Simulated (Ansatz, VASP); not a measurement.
One calculation of TePb, two programs

```xyz
2
Lattice="0.0000 3.1894 3.1894 3.1894 0.0000 3.1894 3.1894 3.1894 0.0000" Properties=species:S:1:pos:R:3 pbc="T T T"
Te    3.1894    3.1894    3.1894
Pb    0.0000    0.0000    0.0000
```

Alike in both runs: functional LDA; k mesh 10 × 10 × 10; occupations gaussian, width 0.02 eV; no spin polarisation.

Ansatz relaxed the structure, and its values are those at the end. VASP's run is a single point on that final structure, the one shown.

|  | VASP | Ansatz |
| --- | --- | --- |
| version | VASP 6.6.1 | Ansatz 0.2.0 |
| potentials or method | VASP PAW LDA potentials, release 64 (Te, Pb_d) | scalar-relativistic, plane waves, PAW |
| plane-wave cutoff (eV) | 520 | 420 |
| valence electrons in the cell | 20 | 30 |

|  | VASP | Ansatz | Ansatz less VASP |
| --- | --- | --- | --- |
| gap on the k mesh at the Fermi level (eV) | 0.55 | 0.57 | +0.016 |
| least direct gap on the mesh (eV) | 0.55 | 0.57 | +0.016 |
| pressure (GPa) | 0.1 | 0.0 | -0.08 |

The two sets of potentials don't hold the same shells in valence.

Caveats: spin-orbit coupling is left out, which as a rule narrows the gap of such compounds by several tenths of an eV. A k mesh can miss the band edges.
